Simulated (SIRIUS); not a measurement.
Crystal: Ru.

```
CELL_PARAMETERS angstrom
2.70580 0.00000 0.00000
-1.35290 2.34329 0.00000
0.00000 0.00000 4.28190
ATOMIC_POSITIONS crystal
Ru 0.66667 0.33333 0.75000
Ru 0.33333 0.66667 0.25000
```

| Item | Value |
| --- | --- |
| Program | SIRIUS 7.12.0 |
| Task | relaxation of cell and atoms |
| Functional | PBEsol |
| Potentials or basis | PseudoDojo 0.4.1 PBE standard (scalar relativistic) |
| Cutoff | 1152 eV |
| Density cutoff | 4606 eV |
| k mesh | 5 × 5 × 3 |
| Occupations | fermi-dirac, width 0.05 eV |
| Spin | no spin polarisation |

At the start: pressure -6.4 GPa; volume 13.57 Å³/atom.

Q: How do energy, volume and symmetry change on relaxing?

A: Over 5 steps the energy falls by 7.4 meV/atom and the volume is 13.30 Å³/atom (-2.0 %); space group P6_3/mmc (No. 194, to 0.05 Å).

The path:
```tsv
step	energy change (eV)	largest force (eV/Å)	pressure (GPa)	volume (Å³)
1	0.0000	0.0000	-6.40	27.15
2	-0.0107	0.0000	-2.73	26.84
3	-0.0142	0.0000	0.53	26.57
4	-0.0146	0.0000	0.46	26.58
5	-0.0148	0.0000	0.03	26.61
```

Final structure:
```xyz
2
Lattice="2.6762 0.0000 0.0000 -1.3381 2.3176 0.0000 0.0000 0.0000 4.2898" Properties=species:S:1:pos:R:3 pbc="T T T"
Ru    1.3381    0.7725    3.2173
Ru    0.0000    1.5451    1.0724
```

Caveat: the k mesh is coarse (spacing up to 0.54 Å⁻¹), so the values aren't converged; the potentials were made for another functional, which shifts forces and pressure.
